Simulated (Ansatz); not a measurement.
The system is AlFe.

```
CELL_PARAMETERS angstrom
2.91000 0.00000 0.00000
0.00000 2.91000 0.00000
0.00000 0.00000 2.91000
ATOMIC_POSITIONS crystal
Fe 0.50000 0.50000 0.50000
Al 0.00000 0.00000 0.00000
```

Base run:

| Quantity | Value |
| --- | --- |
| Program | Ansatz 0.2.0 |
| Functional | PBEsol |
| Potentials or basis | Ansatz PAW |
| Cutoff | 420 eV (not typed: the program's choice for these potentials) |
| k mesh | 8 × 8 × 8 |
| Occupations | fermi-dirac, width 0.05 eV |
| Spin | collinear spin, ferromagnetic start |
| Starting moments | [3.8, 0.0] μB |
| Fixed moment | 3.8 μB |

Its results: pressure 27.2 GPa; site moments Fe +3.23; Al +0.16 μB.

Question: The run is repeated on the same cell with these changes: fixed moment from 3.8 μB to 0.8 μB; moments at the start from [3.8, 0.0] to [0.8, 0.0]. What comes out?

Answer: Pressure -10.7 GPa; site moments Fe +0.84; Al -0.03 μB.

Caveats: the total moment is fixed, so each spin has its own Fermi level; the PAW data sets come from PBE, with cores solved anew for the run's functional, which leaves a small shift of forces and pressure; the thresholds are loose for stress.
